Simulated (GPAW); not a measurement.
Runs of GPAW 26.7.0 on CsPbCl3. It takes space group Pm-3m (No. 221, cubic). Conventional cell: a = 5.605 Å, b = 5.605 Å, c = 5.605 Å, α = 90.00°, β = 90.00°, γ = 90.00°. Around Pb (site symmetry m-3m) lie 6 Cl at 2.80 Å. Around Cs (site symmetry m-3m) lie 12 Cl at 3.96 Å. Cl (site symmetry 4/mmm) has 2 Pb at 2.80 Å as nearest neighbours. 

```tsv
task	level	potentials or basis	spin	k mesh	cutoff (eV)	smearing	band path	band points	spin axis theta (degrees)	spin axis phi (degrees)	soc after scf	gap on the mesh (eV)
single point	TB-mBJ	GPAW PAW data sets for LDA (gpaw-data 1.2.1), pw	off	6 × 6 × 6	600	fermi-dirac 0.05 eV	-	-	-	-	-	2.85
single point	TB-mBJ	GPAW PAW data sets for LDA (gpaw-data 1.2.1), pw	off	4 × 4 × 4	600	fermi-dirac 0.05 eV	-	-	-	-	-	2.86
band structure	vdW-DF	GPAW PAW data sets (gpaw-data 1.2.1), pw	SOC, no magnetisation	4 × 4 × 4	600	fermi-dirac 0.05 eV	GXMGRX,MR	100	0	0	second variation	0.67
dielectric tensor	PBE	GPAW PAW data sets (gpaw-data 1.2.1), pw	off	4 × 4 × 4	450	fermi-dirac 0.001 eV	-	-	-	-	-	(a)
```

Alike in all rows: cell as given.

**Question.** Estimate the missing entries.

**Answer.** (a) 1.87.

Caveats: spin-orbit coupling is left out, which as a rule narrows the gap of such compounds by several tenths of an eV (some runs); a model potential gives levels but no total energy (some runs); spin-orbit coupling was added after a scalar SCF, so levels and gaps hold it while energy, forces, pressure and moments don't (some runs); this program's spin-orbit splittings come out too wide for heavy elements (some runs); the mesh misses the band edges, which the band path finds closer together (some runs); the long-wavelength limit can be off by a per cent or two (some runs).

A k mesh can miss the band edges, and rows without SOC leave out spin-orbit coupling on Cs, Pb.
